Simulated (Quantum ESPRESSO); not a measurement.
GaP in Quantum ESPRESSO: the effect of functional

Crystal: GaP.

```
Ga P
1.0
     0.00000    2.72525    2.72525
     2.72525    0.00000    2.72525
     2.72525    2.72525    0.00000
Ga P
1 1
Direct
  0.00000 0.00000 0.00000
  0.75000 0.75000 0.75000
```

Alike in all runs:

```yaml
Program: Quantum ESPRESSO 7.5
Task: dielectric tensor
Cutoff: 1088 eV
Density_cutoff: 4354 eV
k_mesh: 6 × 6 × 6, shifted
Occupations: fermi-dirac, width 0.05 eV
Spin: no spin polarisation
```

```csv
functional,potentials or basis,pressure (GPa),dielectric constant (mean)
LDA,PseudoDojo 0.4.1 SR LDA standard,?,?
PBE,PseudoDojo 0.4.1 SR PBE standard,2.6,10.51
PBEsol,PseudoDojo 0.4.1 SR PBEsol standard,-0.5,10.83
WC,PseudoDojo 0.4.1 SR PBE standard,-0.1,10.97
BLYP,PseudoDojo 0.4.1 SR PBE standard,6.1,10.49
AM05,PseudoDojo 0.4.1 SR PBE standard,-0.1,10.75
```

**Question.** What does the run with functional LDA give?

**Answer.** Pressure -2.9 GPa; dielectric constant 11.07 mean.

Caveats: the potentials were made for another functional, which shifts forces and pressure (some runs); the cell is more than 3 GPa from zero pressure, which shifts response properties (some runs).
